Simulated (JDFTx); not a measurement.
AlN:

```
Al N
1.0
     0.00000    2.18399    2.18399
     2.18399    0.00000    2.18399
     2.18399    2.18399    0.00000
Al N
1 1
Direct
  0.00000 0.00000 0.00000
  0.25000 0.25000 0.25000
```

Measurements of this composition are mostly on another form, of space group No. 186.

Base run:

```yaml
Program: JDFTx 1.7.0 (patched build)
Functional: PBE
Potentials_or_basis: PseudoDojo-SR-PBE-0.5-standard
Cutoff: 1143 eV
Density_cutoff: 9143 eV
k_mesh: 10 × 10 × 10
Occupations: fermi-dirac, width 0.05 eV
Spin: no spin polarisation
```

Its results: band gap on the k mesh 3.32 eV, indirect (least direct gap 4.19 eV); pressure 4.5 GPa.

Question: The run is repeated on the same cell with these changes: functional from PBE to HSEsol; cutoff from 1143 eV to 980 eV; density cutoff from 9143 eV to 7837 eV; k mesh from 10 × 10 × 10 to 4 × 4 × 4. What comes out?

Answer: Band gap on the k mesh 4.30 eV, indirect (least direct gap 5.38 eV); pressure -1.3 GPa.

Several settings changed at once, so the effect can't be laid on one alone.

Caveats: some runs use coarse meshes; versions of the library of functionals differ on this one, in energies and forces (some runs); the hybrid runs on potentials with a model core (some runs); the potentials were made for another functional, which shifts forces and pressure (some runs).

A k mesh can miss the band edges.
